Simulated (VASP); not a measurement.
Set up this calculation in VASP 6.6.1, as the native input.

```
Task                   : single point
Functional             : BLYP
Dispersion             : D3(BJ)
Potentials or basis    : VASP PAW PBE potentials, release 64 (Zr_sv, B)
Cutoff                 : 520 eV
k mesh                 : 7 × 7 × 6
Occupations            : gaussian, width 0.02 eV
Spin                   : collinear spin, typed start
Starting moments       : [0.5, 0.0, 0.0] μB
Dipole correction      : no
Further INCAR settings : ALGO = Normal; EDIFF = 1e-06; NBANDS = 20
```

The structure of ZrB2 lies in POSCAR:

```
ZrB2
1.0
    3.1700000000      0.0000000000      0.0000000000
   -1.5850000000      2.7453005300      0.0000000000
    0.0000000000      0.0000000000      3.5330000000
Zr B
1 2
Direct
    0.0079510000     -0.0150670000     -0.0035040000
    0.6651040000      0.3308940000      0.5012830000
    0.3347790000      0.6721670000      0.5029050000
```

The cell isn't the ideal one: atoms moved at random, drawn with an rms of 0.05 Å.

One way to write it, as run:

INCAR

```
SYSTEM = ZrB2
PREC = Accurate
ENCUT = 520
EDIFF = 1E-6
ISMEAR = 0
SIGMA = 0.02
LREAL = .False.
LASPH = .True.
NELM = 150
ALGO = Normal
ISIF = 2
LWAVE = .False.
LCHARG = .False.
ISPIN = 2
MAGMOM = 0.5 0 0
LORBIT = 11
LMAXMIX = 4
GGA = B5
ALDAX = 1.0
AGGAX = 1.0
AGGAC = 1.0
ALDAC = 0.0
IVDW = 12
VDW_S6 = 1.0
VDW_S8 = 2.6996
VDW_A1 = 0.4298
VDW_A2 = 4.2359
NBANDS = 20
```

KPOINTS

```
regular mesh
0
Gamma
  7 7 6
  0 0 0
```

Potentials or basis: VASP PAW PBE potentials, release 64 (Zr_sv, B).

Run with:

```bash
$ cat potpaw_PBE.64/Zr_sv/POTCAR potpaw_PBE.64/B/POTCAR > POTCAR
$ mpirun -np 1 vasp_std > vasp.out
```

It gave:

```json
{
  "Pressure": "-6.1 GPa",
  "Largest force": "0.902 eV/Å",
  "Band gap on the k mesh": "none (metal or under the smearing width)",
  "Net moment": "0.00 μB per cell",
  "Valence electrons inside the program's atomic spheres": "Zr 9.99; B 1.93",
  "Dispersion energy per atom": "-0.893 eV"
}
```

Caveat: the PAW data sets were made with another functional, which shifts forces and pressure a little; pairwise dispersion overbinds metals, which lowers pressure and volume.

It took 62 s on 1 thread of Intel(R) Xeon(R) 6975P-C (Granite Rapids), with other jobs on the host, peak memory 0.26 GiB.
